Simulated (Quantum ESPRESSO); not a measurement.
Hf in Quantum ESPRESSO: the effect of target pressure

The system is Hf.

```
Hf
1.0
     3.19670    0.00000    0.00000
    -1.59835    2.76842    0.00000
     0.00000    0.00000    5.05780
Hf
2
Cartesian
  1.5984 0.9228 3.7934
  0.0000 1.8456 1.2645
```

Alike in all runs:

```yaml
Program: Quantum ESPRESSO 7.5
Task: phonons
Functional: LDA
Potentials_or_basis: PseudoDojo 0.4.1 SR LDA standard
Cutoff: 789 eV
Density_cutoff: 3157 eV
k_mesh: 8 × 8 × 4
Occupations: cold, width 0.2 eV
Spin: no spin polarisation
```

Each run relaxes the cell or the atoms first.

Question: One run gave: relaxed volume 19.19 Å³/atom; highest phonon frequency 148 cm⁻¹. Which target pressure did it use?
A. 80 GPa
B. 0 GPa
C. 10 GPa
D. 25 GPa
E. 50 GPa

Answer: C.

```csv
target pressure,relaxed volume (Å³/atom),highest phonon frequency (cm⁻¹)
0 GPa,20.60,137
10 GPa,19.19,148
25 GPa,17.64,159
50 GPa,15.80,183
80 GPa,14.19,264
```

Caveats: the mesh is thin for the phonons of a metal; the cell is more than 3 GPa from zero pressure, which shifts response properties (some runs); the volume moved by over 15 % at a fixed basis, so the end points are rough (some runs); some modes are imaginary (some runs).

Runs at the PBE level aren't shown here.
